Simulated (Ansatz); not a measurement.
# TaS2 (P-3m1) in Ansatz: further runs

Aim: see how the results for TaS2 move with the level of theory and the settings. Levels: PBE, PBE+D3(BJ), RPBE-LYP. Tasks: single point, relaxation of cell and atoms.

Program: Ansatz 0.2.0. These are calculated values, not measurements. Logs are shortened: lines on timing, memory, paths and dates and some standing lists are left out, and cuts for length are marked.

## Step 1: Starting point

Symmetry: P-3m1, No. 164, trigonal system. Conventional cell: a = 3.350 Å, b = 3.350 Å, c = 5.860 Å, α = 90.00°, β = 90.00°, γ = 120.00°. Around Ta (site symmetry -3m) lie 6 S at 2.43 Å. S (site symmetry 3m) has 3 Ta at 2.43 Å as nearest neighbours.

## Step 2: Single point, PBE

Input file input.yaml:

```yaml
crystal:
  lattice:
    - [3.35, 0.0, 0.0]
    - [-1.675, 2.9011851027, 0.0]
    - [0.0, 0.0, 5.86]
  atoms:
    - { symbol: Ta, position: [0.0, 0.0, 0.0] }
    - { symbol: S, position: [0.6666666667, 0.3333333333, 0.75] }
    - { symbol: S, position: [0.3333333333, 0.6666666667, 0.25] }
kpoints:
  mp_grid: { grid: [6, 6, 4] }
scf:
  occupations: { method: fermi_dirac, width: 0.04 }
hamiltonian:
  xc: pbe
  pseudopotentials: { kind: all_electron, lapw: { basis_error: 0.002 } }
output:
  forces: true
  stress: true
  eigenvalues: true
```

Potentials or basis: all-electron LAPW, scalar-relativistic.

Started as:

```
$ ansatz run input.yaml --threads 2 --pin off --max-ram 6144MiB --backend cpu --events-out ev --progress --plain --runs-dir out
```

Output:

```text
Warning: RAYON_NUM_THREADS=2 ignored (pool sized by the plan → 2); use --threads N
LAPW: plane waves up to 8.233 Å⁻¹, error target 2.0e-3 eV per atom; small_component_spin mean_spin; S in spheres of 1.032 Å, 14 of its electrons in bands, Dirac shells []; Ta in spheres of 1.394 Å, 37 of its electrons in bands, Dirac shells [] (how accurate: hamiltonian.pseudopotentials.lapw.basis_error, Limitations)
Engine: ansatz 0.2.0, x86_64-unknown-linux-gnu
Pseudopotentials: kind: all_electron
Pseudopotential: Ta, LAPW, valence charge 37, lapw/all_electron/scalar/gaussian/Ta, Koelling and Harmon's equation, gaussian nucleus
Pseudopotential: S, LAPW, valence charge 14, lapw/all_electron/scalar/gaussian/S, Koelling and Harmon's equation, gaussian nucleus
Functional definition: PBE
  parameter kappa = 0.804
  parameter beta = 0.06672455060314922
  exchange = pbe_x(kappa = kappa, mu = beta*pi^2/3)
  correlation = pbe_c(beta = beta)
Crystal: 3 atoms, lattice volume = 56.953 Å³
Basis set: ecut = 258.27480182319874 eV, 549 PW (Γ), exchange–correlation at level 2
Bands: 39, of which v1, the nominal top of the filled ones, is band 33 counted from 1 (32 counted from 0)
Symmetry: 12 space group operations
Space group: P-3m1 (ITA 164), of the structure as read, at distance tolerance 3.8e-5 Å
k-points: 24 of 144
Non-local potential: Ta, projectors of the file, none
Non-local potential: S, projectors of the file, none
Initial density: superposition of atomic densities (chi_scale 0.1, normalization cell, long waves kept (reshape's long-wave potential 0.17 eV rms))
Initial wavefunctions: plane waves of lowest kinetic energy (no species holds an atomic orbital)
Functional: x = pbe(κ = 0.804, μ = 0.2195149727645171), c = pbe(β = 0.06672455060314922)
iter 1 solved again at ethr=2.12e-3 eV; its pass at ethr=1.00e-1 eV (dr2=1.38e0 eV) is discarded
SCF iter   1: F=—  HF=-446297.970855 eV  |F-HF|=—  |Δ(HF+E_count)|=         —  Δρ=4.44e-2  dr2=1.38e0  ethr=2.12e-3  ⟨swp⟩=2.0  Hψ=6247  notcnv=0
preconditioner: auto → LDOS  [metal: Δε(μ)=0.092 eV  Ē_g=16.409 eV  σ=0.040 eV  W_gap=0.42  n_scr=22 (ndim 8)  ℏωp=27.4 eV  f_vac=0.111  D(μ)=2.95/eV (n_scr^D=34)  β→1.0]
SCF iter   2: F=—  HF=-446297.548867 eV  |F-HF|=—  |Δ(HF+E_count)|=   4.22e-1  Δρ=2.25e-2  dr2=3.98e-1  ethr=2.12e-3  ⟨swp⟩=3.0  Hψ=3131  notcnv=0
SCF iter   3: F=—  HF=-446297.492926 eV  |F-HF|=—  |Δ(HF+E_count)|=   5.59e-2  Δρ=8.68e-3  dr2=6.20e-2  ethr=6.13e-4  ⟨swp⟩=3.0  Hψ=3062  notcnv=0
SCF iter   4: F=—  HF=-446297.434603 eV  |F-HF|=—  |Δ(HF+E_count)|=   5.83e-2  Δρ=5.88e-3  dr2=2.24e-2  ethr=9.54e-5  ⟨swp⟩=2.0  Hψ=2786  notcnv=0
SCF iter   5: F=—  HF=-446297.419152 eV  |F-HF|=—  |Δ(HF+E_count)|=         —  Δρ=1.99e-3  dr2=2.62e-3  ethr=3.44e-5  ⟨swp⟩=2.1  Hψ=2715  notcnv=0
the basis was enlarged: its passes take 2.2 MiB over the memory plan, 2 of 2 planned eigensolver slots
iter 6 solved again at ethr=2.70e-7 eV; its pass at ethr=4.04e-6 eV (dr2=1.76e-4 eV) is discarded
SCF iter   6: F=—  HF=-446297.418018 eV  |F-HF|=—  |Δ(HF+E_count)|=   1.13e-3  Δρ=4.73e-4  dr2=1.75e-4  ethr=2.70e-7  ⟨swp⟩=2.0  Hψ=4584  notcnv=0
SCF iter   7: F=—  HF=-446297.417958 eV  |F-HF|=—  |Δ(HF+E_count)|=   5.96e-5  Δρ=7.48e-5  dr2=5.54e-6  ethr=2.70e-7  ⟨swp⟩=2.0  Hψ=2664  notcnv=0
SCF iter   8: F=-446297.417957 eV  HF=-446297.417957 eV  |F-HF|=1.38e-8  |Δ(HF+E_count)|=   1.30e-6  Δρ=9.05e-6  dr2=7.27e-8  ethr=8.53e-9  ⟨swp⟩=2.0  Hψ=2665  notcnv=0
SCF 1 converged in 8 iterations: F = -446297.417957 eV  dr2 = 7.27e-8
SCF converged after 8 iterations
Free energy (F): -446297.417957 eV
Harris-Foulkes:  -446297.417957 eV  (|F-HF|=1.38e-8)
Internal energy: -446297.401343 eV  (E = F + TS)
E sigma→0 (E₀):  -446297.409650 eV
Entropy (-TS):   -0.016614 eV (-5.538 meV/atom)
Fermi energy:    13.287237 eV
--- Per-component energies (eV) ---
  E_band       = -4685.964283
  E_kinetic    = 495766.897525
  E_xc         = -10021.334470
  E_electrostatic = -932042.964398  (all electrons and nuclei)
  E_smearing   = -0.016614  (= −TS)
  E_closure    = 0.000000  (closes the sum)
  E_atoms      = -446276.534439  (free atoms, spherical and without spin; not in F)
  Σ components = -446297.417957   (vs F -446297.417957, Δ=0.00e0)
  Basis errors (estimates in eV, not in F): energy 9.3e-4 per atom: plane waves 8.4e-4 (4.9e-4 summed), levels above the bands 4.1e-76, relativity 7.5e-8, radial functions 9.1e-5, core shells 2.7e-6; eigenvalues (radial functions only) 2.8e-6; not estimated: angular momenta, meshes, grids; target (lapw.basis_error) 2.0e-3; muffin-tin radii S 1.032 Å, Ta 1.394 Å
--- Forces (eV/Å), atoms counted from 1 ---
  atom   1  Ta    -0.00000000     0.00000000     0.00000000
  atom   2  S     -0.00000000     0.00000000    -1.12876820
  atom   3  S      0.00000000    -0.00000000     1.12876820
  max |Σ_I F_I| component: 1.16e-18 eV/Å
--- Stress (GPa, compression-positive) ---
        8.261290       0.000000       0.000000
       -0.000000       8.261290       0.000000
        0.000000       0.000000      11.301359
  P = ⅓ Tr σ = 9.2746 GPa (92.746 kbar)
--- Band table (eV; the first three rows and the last of 24) ---
  k-point 0: bands = ["-204.3849", "-204.3849", "-204.3616", "-204.3513", "-204.3513", "-192.6176", "-192.6176", "-137.3906", "-137.3906", "-137.3906", "-137.3906", "-137.3824", "-137.3824", "-55.4437", "-21.9568", "-21.9226", "-21.9226", "-7.3034", "-7.2700", "-7.2512", "-7.2512", "-7.2432", "-7.2308", "-7.2308", "-1.9183", "0.1726", "6.2528", "8.9822", "8.9822", "11.8885", "12.4433", "12.4433", "13.2926", "13.2926", "13.5384", "17.3351", "17.3351", "18.4174", "18.8136"]
  k-point 1: bands = ["-204.3849", "-204.3849", "-204.3616", "-204.3513", "-204.3513", "-192.6176", "-192.6176", "-137.3906", "-137.3906", "-137.3906", "-137.3906", "-137.3824", "-137.3824", "-55.4437", "-21.9569", "-21.9226", "-21.9226", "-7.3034", "-7.2699", "-7.2512", "-7.2512", "-7.2432", "-7.2308", "-7.2308", "-1.8013", "-0.0640", "6.7673", "8.9965", "8.9965", "10.7492", "12.3733", "12.3733", "13.2781", "13.2781", "14.1729", "17.5374", "17.5374", "18.4678", "19.5432"]
  k-point 2: bands = ["-204.3849", "-204.3849", "-204.3616", "-204.3513", "-204.3513", "-192.6176", "-192.6176", "-137.3906", "-137.3906", "-137.3905", "-137.3905", "-137.3824", "-137.3824", "-55.4437", "-21.9570", "-21.9226", "-21.9226", "-7.3034", "-7.2699", "-7.2512", "-7.2512", "-7.2432", "-7.2308", "-7.2308", "-1.6520", "-0.3234", "7.5029", "9.0111", "9.0111", "9.6732", "12.3059", "12.3059", "13.2633", "13.2633", "14.4973", "17.7540", "17.7540", "18.6743", "20.3436"]
  k-point 23: bands = ["-204.3849", "-204.3849", "-204.3616", "-204.3513", "-204.3513", "-192.6176", "-192.6176", "-137.3906", "-137.3906", "-137.3906", "-137.3906", "-137.3824", "-137.3824", "-55.4288", "-22.1337", "-22.1337", "-21.8887", "-7.2905", "-7.2797", "-7.2501", "-7.2501", "-7.2364", "-7.2364", "-7.2327", "0.2633", "0.2633", "7.6583", "7.6583", "7.7696", "9.4545", "9.6846", "9.6846", "14.5194", "14.7236", "14.7236", "18.3458", "18.3458", "20.7668", "21.3687"]
```

Wall time 4.2 s (2 threads of Intel Xeon Platinum 8488C (Sapphire Rapids), shared host); peak memory 0.38 GiB.

What came out:

```yaml
Free_energy: -446297.4180 eV
Pressure: 9.3 GPa
Largest_force: 1.129 eV/Å
Band_gap_on_the_k_mesh: none (metal or under the smearing width)
```

Forces on the atoms (eV/Å):
```
Ta   0.000  0.000  0.000
S    0.000  0.000 -1.129
S    0.000  0.000  1.129
```

Caveat: the k mesh is coarse (spacing up to 0.36 Å⁻¹), so the values aren't converged; the k mesh is thin for a metal, which can move the energy by tens of meV per atom; this functional lacks dispersion, which binds the layers, so the pressure and a relaxed spacing across them are unreliable; forces of over 1 eV/Å show positions far from the minimum, so gaps and moduli don't describe the material at rest. Spin-orbit coupling is left out, which matters for the levels of Ta.

## Step 3: Single point, PBE+D3(BJ) (volume scaled by 0.88)

Input file input.yaml:

```yaml
crystal:
  lattice: { a: 3.2102513, b: 3.2102513, c: 5.61554407, alpha: 90.0, beta: 90.0, gamma: 120.0 }
  space_group: 164
  setting: { hermann_mauguin: P-3m1 }
  reduce_to_primitive: true
  atoms:
    - { symbol: Ta, position: [0.0, 0.0, 0.0] }
    - { symbol: S, position: [0.6666666667, 0.3333333333, 0.75] }
kpoints:
  mp_grid: { kspacing: 0.25 }
scf:
  occupations: { method: fermi_dirac, width: 0.1 }
hamiltonian:
  xc: pbe
  dispersion: d3bj
  pseudopotentials: { kind: all_electron, lapw: { basis_error: 0.001 } }
output:
  forces: true
  stress: true
  eigenvalues: true
  xc_energy_on_converged_density: [lda, pbesol, rpbe]
```

Potentials or basis: all-electron LAPW, scalar-relativistic.

Started as:

```
$ ansatz run input.yaml --threads 2 --pin off --max-ram 6144MiB --backend cpu --events-out ev --progress --plain --runs-dir out
```

It took 12 s on 2 threads of Intel Xeon Platinum 8488C (Sapphire Rapids), shared host; peak memory 0.56 GiB.

It converged, with:

```yaml
Free_energy: -446297.9856 eV
Pressure: 30.4 GPa
Largest_force: 3.854 eV/Å
Band_gap_on_the_k_mesh: none (metal or under the smearing width)
```

Forces in eV/Å, atoms in the order of the input:
```
Ta   0.000  0.000  0.000
S    0.000  0.000 -3.854
S    0.000  0.000  3.854
```

Stress tensor (GPa, compression positive):
```
28.75  0.00  0.00
 0.00 28.75  0.00
 0.00  0.00 33.64
```

Levels at points of the mesh, in eV from the Fermi level:
```
            k point  band 32  band 33  band 34  band 35  band 36  band 37  band 38  band 39  band 40  band 41
 (0.00, 0.00, 0.00)    -4.76    -1.31    -0.62    -0.62    -0.04    -0.04     0.19     4.65     4.65     5.35
(0.00, -0.50, 0.00)    -4.98    -4.55    -3.70    -2.28    -0.86     2.97     3.69     4.76     5.75     6.09
```

Caveat: pairwise dispersion overbinds metals, which lowers pressure and volume.

## Step 4: Relaxation of cell and atoms, RPBE-LYP, collinear spin, random start

Input file input.yaml:

```yaml
crystal:
  lattice:
    - [3.35, 0.0, 0.0]
    - [-1.675, 2.9011851027, 0.0]
    - [0.0, 0.0, 5.86]
  atoms:
    - { symbol: Ta, position: [0.0, 0.0, 0.0], spin: -0.28 }
    - { symbol: S, position: [0.6666666667, 0.3333333333, 0.75] }
    - { symbol: S, position: [0.3333333333, 0.6666666667, 0.25] }
kpoints:
  mp_grid: { grid: [9, 9, 5] }
scf:
  occupations: { method: cold, width: 0.025 }
  lower_state_search: "off"
hamiltonian:
  xc: { exchange: rpbe, correlation: lyp }
  pseudopotentials: { kind: all_electron, lapw: { basis_error: 0.001 } }
magnetization:
  spin_polarized: true
output:
  forces: true
  stress: true
relax:
  f_tol: 0.02
  max_steps: 60
  cell: {}
```

Started as:

```
$ ansatz run input.yaml --threads 2 --pin off --max-ram 6144MiB --backend cpu --events-out ev --progress --plain --runs-dir out
```

It took 3.7 min on 2 threads of Intel Xeon Platinum 8488C (Sapphire Rapids), shared host; peak memory 0.77 GiB.

It converged, with:

```
Free energy                            : -446307.0309 eV
Relaxed volume                         : 27.08 Å³/atom
Relaxed cell                           : a = 3.496 Å, b = 3.496 Å, c = 7.677 Å, α = 90.00°, β = 90.00°, γ = 120.00°
Space group after relaxing (to 0.05 Å) : P-3m1 (No. 164)
Energy gained by relaxing              : 173.5 meV/atom
Ionic steps                            : 11
Pressure after relaxing                : 0.0 GPa
Band gap on the k mesh                 : none (metal or under the smearing width)
Net moment                             : 0.00 μB per cell
Absolute moment                        : 0.00 μB per cell
```

The path:
```
step  energy change (eV)  largest force (eV/Å)  volume (Å³)
   1              0.0000                1.6005        56.95
   2             -0.4086                0.3541        65.10
   3             -0.4608                0.2836        69.32
   4             -0.4923                0.1399        71.01
   5             -0.5097                0.0299        73.48
   6             -0.5166                0.0430        76.12
   7             -0.5197                0.0019        78.68
   8             -0.5203                0.0398        80.26
   9             -0.5205                0.0145        81.29
  10             -0.5205                0.0009        81.24
  11             -0.5206                0.0009        81.24
```

Final structure:
```yaml
crystal:
  lattice:
    - [3.49558, 0.00000, 0.00000]
    - [-1.74779, 3.02726, 0.00000]
    - [0.00000, 0.00000, 7.67672]
  atoms:
    - { symbol: Ta, position: [0.00000, 0.00000, 0.00000] }
    - { symbol: S, position: [0.66667, 0.33333, 0.80174] }
    - { symbol: S, position: [0.33333, 0.66667, 0.19826] }
```

Levels at points of the mesh, in eV from the Fermi level:
Spin up:
```csv
k point,band 32,band 33,band 34,band 35,band 36,band 37,band 38,band 39
"(0.00, 0.00, 0.00)",-3.88,-2.23,-1.02,-1.02,0.01,0.01,0.42,3.66
```
Spin down:
```tsv
k point	band 33	band 34	band 35	band 36	band 37	band 38
(0.00, 0.00, 0.00)	-2.23	-1.02	-1.02	0.01	0.01	0.42
```

Caveat: the volume moved by over 15 % at a fixed basis, so the end points are rough; the starting moments weren't kept. Zero-point motion and thermal expansion aren't in these numbers.

## Step 5: Summary

| task | level | spin | cell | k mesh | cutoff (eV) | smearing | other functionals evaluated on the density | search for lower states | basis error allowed | other keys | mesh quality | gap on the mesh (eV) | pressure (GPa) | largest force (eV/Å) |
| --- | --- | --- | --- | --- | --- | --- | --- | --- | --- | --- | --- | --- | --- | --- |
| single point | PBE | off | as given | 6 × 6 × 4 | 258 | fermi-dirac 0.04 eV | - | - | 0.002 eV/atom | - | coarse | none | 9.3 | 1.13 |
| single point | PBE+D3(BJ) | off | volume scaled by 0.88 | - | 316 | fermi-dirac 0.1 eV | LDA, PBEsol, RPBE | - | 0.001 eV/atom | - | not flagged | none | 30.4 | 3.85 |
| relaxation of cell and atoms | RPBE-LYP | collinear, random start | relaxed | 9 × 9 × 5 | - | cold 0.025 eV | - | off | 0.001 eV/atom | scf.occupations.method = cold; scf.occupations.width = 0.025 | not flagged | none | 0.0 | - |

Alike in all rows: potentials or basis all-electron LAPW, scalar-relativistic.

Caveats: some runs use coarse meshes; the k mesh is thin for a metal, which can move the energy by tens of meV per atom (some runs); this functional lacks dispersion, which binds the layers, so the pressure and a relaxed spacing across them are unreliable (some runs); forces of over 1 eV/Å show positions far from the minimum, so gaps and moduli don't describe the material at rest (some runs); pairwise dispersion overbinds metals, which lowers pressure and volume (some runs); the volume moved by over 15 % at a fixed basis, so the end points are rough (some runs); the starting moments weren't kept (some runs).

Compare energies only between runs with the same functional and basis.
